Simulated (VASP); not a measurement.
# BN (R3m) in VASP: further runs

The runs below take BN through single point, with PBE.

All numbers are computed with VASP 6.6.1; they aren't measurements. Logs are shortened: lines on timing, memory, paths and dates and some standing lists are left out, and cuts for length are marked.

### 1 The structure

The structure is trigonal, space group R3m (No. 160). The conventional cell has a = 2.502 Å, b = 2.502 Å, c = 10.119 Å, α = 90.00°, β = 90.00°, γ = 120.00°. N (site symmetry 3m) has 3 B at 1.44 Å as nearest neighbours. B (site symmetry 3m) has 3 N at 1.44 Å as nearest neighbours.

The cell is a database's computed one.

### 2 Single point, PBE

The input, INCAR:

```
SYSTEM = BN
PREC     = Accurate       ! precision mode
ENCUT    = 520            ! plane-wave cutoff, eV
EDIFF    = 1E-7           ! SCF threshold, eV
ISMEAR   = 0              ! smearing method
SIGMA    = 0.012          ! smearing width, eV
LREAL    = .FALSE.        ! projectors in reciprocal space
LASPH    = .TRUE.         ! aspherical terms in the spheres
NELM     = 60             ! most SCF steps
ALGO     = Normal         ! electronic algorithm
ISIF     = 2              ! what is computed and relaxed
LWAVE    = .FALSE.        ! write WAVECAR
LCHARG   = .FALSE.        ! write CHGCAR
GGA      = PE             ! functional
NBANDS   = 11             ! bands
```

The input, KPOINTS:

```
Automatic mesh
0
G
  12 12 12
  0 0 0
```

The input, POSCAR:

```
BN
1.0
    1.2511217832      0.7223354983      3.3729344033
   -1.2511217832      0.7223354983      3.3729344033
    0.0000000000     -1.4446709966      3.3729344033
N B
1 1
Direct
    0.6672382000      0.6672382000      0.6672382000
    0.0003288000      0.0003288000      0.0003288000
```

Potentials or basis: VASP PAW PBE potentials, release 64 (N, B).

On the command line:

```sh
$ cat potpaw_PBE.64/N/POTCAR potpaw_PBE.64/B/POTCAR > POTCAR
$ mpirun -np 1 vasp_std > vasp.out
```

OUTCAR:

```text
SYSTEM = BN
   PREC = Accurate
   ENCUT = 520
   EDIFF = 1E-7
   ISMEAR = 0
   LREAL = .FALSE.
   LASPH = .TRUE.
   NELM = 60
   ISIF = 2
   GGA = PE

 ion  position               nearest neighbor table
   1  0.667  0.667  0.667-   2 1.44   2 1.44   2 1.44
   2  0.000  0.000  0.000-   1 1.44   1 1.44   1 1.44

  LATTYP: Found a trigonal (rhomboedric) cell.
 ALAT       =     3.6692997666
 COS(alpha) =     0.7674786797

  Lattice vectors:

 A1 = (   1.2511217832,   0.7223354983,   3.3729344033)
 A2 = (  -1.2511217832,   0.7223354983,   3.3729344033)
 A3 = (   0.0000000000,  -1.4446709966,   3.3729344033)

Analysis of symmetry for initial positions (statically):
=====================================================================
 Subroutine PRICEL returns:
 Original cell was already a primitive cell.

 Routine SETGRP: Setting up the symmetry group for a
 trigonal (rhombohedral) supercell.

 Subroutine GETGRP returns: Found  6 space group operations
 (whereof  6 operations were pure point group operations)
 out of a pool of 12 trial point group operations.

The static configuration has the point symmetry C_3v.

Analysis of symmetry for dynamics (positions and initial velocities):
=====================================================================
 Subroutine PRICEL returns:
 Original cell was already a primitive cell.

 Routine SETGRP: Setting up the symmetry group for a
 trigonal (rhombohedral) supercell.

 Subroutine GETGRP returns: Found  6 space group operations
 (whereof  6 operations were pure point group operations)
 out of a pool of 12 trial point group operations.

The dynamic configuration has the point symmetry C_3v.

 Subroutine INISYM returns: Found  6 space group operations
 (whereof  6 operations are pure point group operations),
 and found     1 'primitive' translations

----------------------------------------------------------------------------------------

                                     Primitive cell

  volume of cell :      18.2893

  direct lattice vectors                    reciprocal lattice vectors
     1.251121783  0.722335498  3.372934403     0.399641351  0.230733042  0.098825916
    -1.251121783  0.722335498  3.372934403    -0.399641351  0.230733042  0.098825916
     0.000000000 -1.444670997  3.372934403     0.000000000 -0.461466083  0.098825916

  length of vectors
     3.669299767  3.669299767  3.669299767     0.471929558  0.471929558  0.471929558

  position of ions in fractional coordinates (direct lattice)
     0.667238200  0.667238200  0.667238200
     0.000328800  0.000328800  0.000328800

  ion indices of the primitive-cell ions
   primitive index   ion index
                 1           1
                 2           2

----------------------------------------------------------------------------------------

 KPOINTS: Automatic mesh

Automatic generation of k-mesh.
 Grid dimensions read from file:
 generate k-points for:   12   12   12

 Generating k-lattice:

  Cartesian coordinates                     Fractional coordinates (reciprocal lattice)
     0.033303446  0.019227753  0.008235493     0.083333333  0.000000000  0.000000000
    -0.033303446  0.019227753  0.008235493     0.000000000  0.083333333  0.000000000
     0.000000000 -0.038455507  0.008235493     0.000000000  0.000000000  0.083333333

  Length of vectors
     0.039327463  0.039327463  0.039327463

  Shift w.r.t. Gamma in fractional coordinates (k-lattice)
     0.000000000  0.000000000  0.000000000

 Subroutine IBZKPT returns following result:
 ===========================================

 Found    189 irreducible k-points:

 Following reciprocal coordinates:
            Coordinates               Weight
  0.000000  0.000000  0.000000      1.000000
  0.083333 -0.000000 -0.000000      6.000000
  0.166667 -0.000000  0.000000      6.000000
  0.250000 -0.000000 -0.000000      6.000000
  0.333333 -0.000000  0.000000      6.000000
  0.416667 -0.000000 -0.000000      6.000000
[... 16 lines left out ...]
  0.500000  0.166667 -0.000000     12.000000
 -0.416667  0.166667  0.000000     12.000000
 [... further k-points ...]
   k-points           NKPTS =    189   k-points in BZ     NKDIM =    189   number of bands    NBANDS=     11
   number of dos      NEDOS =    301   number of ions     NIONS =      2
   total plane-waves  NPLWV =  21952
   dimension x,y,z NGX =    28 NGY =   28 NGZ =   28
   dimension x,y,z NGXF=    56 NGYF=   56 NGZF=   56
   ions per type =               1   1
   NGX,Y,Z   is equivalent  to a cutoff of  12.69, 12.69, 12.69 a.u.
   NGXF,Y,Z  is equivalent  to a cutoff of  25.37, 25.37, 25.37 a.u.
 SYSTEM =  BN
   PREC   = accura    normal or accurate (medium, high low for compatibility)
   ISTART =      0    job   : 0-new  1-cont  2-samecut
   ICHARG =      2    charge: 1-file 2-atom 10-const
   ISPIN  =      1    spin polarized calculation?
   LNONCOLLINEAR =      F non collinear calculations
   LSORBIT =      F    spin-orbit coupling
   LASPH  =      T    aspherical Exc in radial PAW
   ENCUT  =  520.0 eV  38.22 Ry    6.18 a.u.   6.82  6.82  6.82*2*pi/ulx,y,z
   NELM   =     60;   NELMIN=  2; NELMDL= -5     # of ELM steps
   EDIFF  = 0.1E-06   stopping-criterion for ELM
   LREAL  =      F    real-space projection
   EDIFFG = 0.1E-05   stopping-criterion for IOM
   NSW    =      0    number of steps for IOM
   IBRION =     -1    ionic relax: 0-MD 1-quasi-New 2-CG
   NFREE  =      0    steps in history (QN), initial steepest desc. (CG)
   ISIF   =      2    stress and relaxation
   ISYM   =      2    0-nonsym 1-usesym 2-fastsym
   POTIM  = 0.5000    time-step for ionic-motion
   TEBEG  =    0.0;   TEEND  =   0.0 temperature during run
   PSTRESS=    0.0 pullay stress
   NELECT =       8.0000    total number of electrons
   NUPDOWN=      -1.0000    fix difference up-down
   EMIN   =  10.00;   EMAX   =-10.00  energy-range for DOS
   EFERMI =   0.00;   METHOD = LEGACY
   ISMEAR =     0;   SIGMA  =   0.01  broadening in eV -4-tet -1-fermi 0-gaus
   EFERMI_NEDOS =   21; number of points for ismear=-14 and -15
   IALGO  =     38    algorithm
   IMIX   =      4    mixing-type and parameters
     AMIX     =   0.40;   BMIX     =  1.00
     AMIX_MAG =   1.60;   BMIX_MAG =  1.00
  volume/ion in A,a.u.               =       9.14        61.71
  Fermi-wavevector in a.u.,A,eV,Ry     =   1.242717  2.348395 21.012099  1.544346
  Thomas-Fermi vector in A             =   2.377059
   LORBIT       =      0    0 simple, 1 ext, 2 COOP (PROOUT), +10 PAW based schemes
   GGA     = PE    functional components
   LHFCALC =     F    Hartree Fock is set to
   AEXX    =    0.0000 exact exchange contribution
   IVDW    =     0    specifies the selected vdW correction
   LEPSILON=     F    determine dielectric tensor
   LRPA    =     F    only Hartree local field effects (RPA)
 non-spin polarized calculation
 Gauss-broadening in eV      SIGMA  =   0.01
  energy-cutoff  :      520.00
  volume of cell :       18.29
 maximum number of plane-waves:       517
   NGX = 13   NGY = 13   NGZ = 13

 number of electron       8.0000000 magnetization

 Free energy of the ion-electron system (eV)
  ---------------------------------------------------
  ext. energy  EPLUGINS =         0.00000000
  ---------------------------------------------------
  free energy    TOTEN  =       -17.58097469 eV

  energy without entropy =      -17.58097469  energy(sigma->0) =      -17.58097469

 E-fermi :   2.2237     XC(G=0):  -9.9780

 val. band max:        2.1343244255   @ k =  -0.3333   0.3333   0.0000
 cond. band min:       6.4159290722   @ k =   0.5000   0.5000  -0.0000
 fundamental gap:      4.2816046467
 Fermi energy:         2.2237220594

 k-point     1 :       0.0000    0.0000    0.0000
  band No.  band energies     occupation
      1     -15.6427      2.00000
      2      -2.0453      2.00000
      3       0.8470      2.00000
      4       0.8470      2.00000
      5       7.3037      0.00000
      6      13.8150      0.00000
      7      13.8150      0.00000
      8      15.2774      0.00000
      9      16.8769      0.00000
     10      28.0521      0.00000
     11      30.0612      0.00000

 k-point     2 :       0.0833   -0.0000   -0.0000
  band No.  band energies     occupation
      1     -15.5048      2.00000
      2      -1.8963      2.00000
      3       0.2792      2.00000
      4       0.5900      2.00000
      5       7.5861      0.00000
      6      13.7461      0.00000
      7      14.4081      0.00000
      8      14.8051      0.00000
      9      17.3083      0.00000
     10      28.0954      0.00000
     11      28.5148      0.00000

 k-point     3 :       0.1667   -0.0000    0.0000
  band No.  band energies     occupation
      1     -15.0990      2.00000
      2      -1.4648      2.00000
      3      -1.1345      2.00000
      4      -0.0360      2.00000
      5       8.3284      0.00000
      6      13.4853      0.00000
      7      13.6691      0.00000
      8      16.0200      0.00000
      9      18.3530      0.00000
     10      25.3595      0.00000
     11      27.6343      0.00000
[... 267 lines left out ...]
 k-point    23 :       0.5000    0.1667   -0.0000
  band No.  band energies     occupation
      1     -12.5286      2.00000
      2      -5.9535      2.00000
      3      -3.1083      2.00000
      4       1.2113      2.00000
      5       7.9119      0.00000
      6      13.6180      0.00000
      7      15.4723      0.00000
      8      17.3452      0.00000
      9      19.4831      0.00000
     10      22.4483      0.00000
     11      25.5035      0.00000

 k-point    24 :      -0.4167    0.1667    0.0000
  band No.  band energies     occupation
      1     -12.1993      2.00000
      2      -6.4610      2.00000
      3      -3.2793      2.00000
      4       1.8140      2.00000
      5       7.3108      0.00000
      6      13.6641      0.00000
      7      15.7181      0.00000
      8      16.5483      0.00000
      9      19.8665      0.00000
     10      23.0857      0.00000
     11      25.2839      0.00000

 [... further k-points ...]

------------------------ aborting loop because EDIFF is reached ----------------------------------------

  FORCE on cell =-STRESS in cart. coord.  units (eV):
  Direction    XX          YY          ZZ          XY          YZ          ZX
  --------------------------------------------------------------------------------------
  -------------------------------------------------------------------------------------
  Total        0.4942416      0.4942416      0.2535747      0.0000000      0.0000000      0.0000000
  in kB       43.2964366     43.2964366     22.2135895      0.0000000      0.0000000      0.0000000
  external PRESSURE =      36.2688209 kB  Pullay stress =       0.0000000 kB

 VOLUME and BASIS-vectors are now :
 -----------------------------------------------------------------------------
  energy-cutoff  :      520.00
  volume of cell :       18.29
      direct lattice vectors                 reciprocal lattice vectors
     1.251121783  0.722335498  3.372934403     0.399641351  0.230733042  0.098825916
    -1.251121783  0.722335498  3.372934403    -0.399641351  0.230733042  0.098825916
     0.000000000 -1.444670997  3.372934403     0.000000000 -0.461466083  0.098825916

 POSITION                                       TOTAL-FORCE (eV/Angst)
 -----------------------------------------------------------------------------------
      0.00000      0.00000      6.75165         0.000000      0.000000     -0.002983
      0.00000      0.00000      0.00333         0.000000      0.000000      0.002983
 -----------------------------------------------------------------------------------
    total drift:                               -0.000000      0.000000      0.000076

  FREE ENERGIE OF THE ION-ELECTRON SYSTEM (eV)
  ---------------------------------------------------
  free  energy   TOTEN  =       -17.5809746862 eV

  energy  without entropy=      -17.5809746862  energy(sigma->0) =      -17.58097469
```

It took 26 s on 1 thread of Intel Xeon 6975P-C (Granite Rapids), shared host; peak memory 0.17 GiB.

Results:

```yaml
Free_energy: -17.5810 eV
Pressure: 3.6 GPa
Band_gap_on_the_k_mesh: 4.28 eV, indirect (least direct gap 4.70 eV)
```

Forces on the atoms (eV/Å):
```
N    0.000  0.000 -0.003
B    0.000  0.000  0.003
```

Stress tensor (GPa, compression positive):
```
4.33 0.00 0.00
0.00 4.33 0.00
0.00 0.00 2.22
```

A k mesh can miss the band edges. PBE gaps usually lie below the measured ones, often by a third to a half.

[end of part 1 of 2]
